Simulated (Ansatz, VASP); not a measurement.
# Tl: VASP beside Ansatz

The input INCAR:

```
PREC = Accurate ; ENCUT = 520
EDIFF = 1E-6 ; ISMEAR = -1
SIGMA = 0.1 ; LREAL = False
LASPH = True ; NELM = 100
ALGO = Normal ; ISIF = 2
LWAVE = False ; LCHARG = True
GGA = RP ; LELF = True
LVHAR = True ; NBANDS = 12
```

File KPOINTS:

```
regular mesh
0
Gamma
  12 12 12
```

File POSCAR:

```
Tl
1.0
   -1.9814312347      1.9814312347      1.9814312347
    1.9814312347     -1.9814312347      1.9814312347
    1.9814312347      1.9814312347     -1.9814312347
Tl
1
Direct
    0.0000000000      0.0000000000      0.0000000000
```

Input for Ansatz:

```yaml
crystal:
  lattice:
    - [-1.9814312347, 1.9814312347, 1.9814312347]
    - [1.9814312347, -1.9814312347, 1.9814312347]
    - [1.9814312347, 1.9814312347, -1.9814312347]
  atoms:
    - { symbol: Tl, position: [0.0, 0.0, 0.0] }
hamiltonian:
  xc: rpbe
  pseudopotentials:
    kind: paw
    azcp:
      Tl: "pseudopotentials/Tl.paw.azcp"
basis:
  ecutwfc: 420
  fft_grid_basis: typed
kpoints:
  mp_grid: { grid: [12, 12, 12], shift: [0, 0, 0] }
magnetization:
  spin_polarized: false
scf:
  occupations: { method: fermi_dirac, width: 0.1 }
  lower_state_search: "off"
output:
  stress: true
```

Alike in both runs: task single point; functional RPBE; k mesh 12 × 12 × 12; occupations fermi-dirac, width 0.1 eV; no spin polarisation.

|  | VASP | Ansatz |
| --- | --- | --- |
| version | VASP 6.6.1 | Ansatz 0.2.0 |
| potentials or method | VASP PAW PBE potentials, release 64 (Tl_d) | plane waves (420 eV) with PAW, scalar-relativistic |
| plane-wave cutoff (eV) | 520 | 420 |
| valence electrons in the cell | 13 | 13 |

|  | VASP | Ansatz | Ansatz less VASP |
| --- | --- | --- | --- |
| pressure (GPa) | 1.9 | 2.0 | +0.06 |

Caveats: the PAW data sets were made with another functional, which shifts forces and pressure a little (VASP). The runs have no spin-orbit coupling, so splittings on Tl are missing.
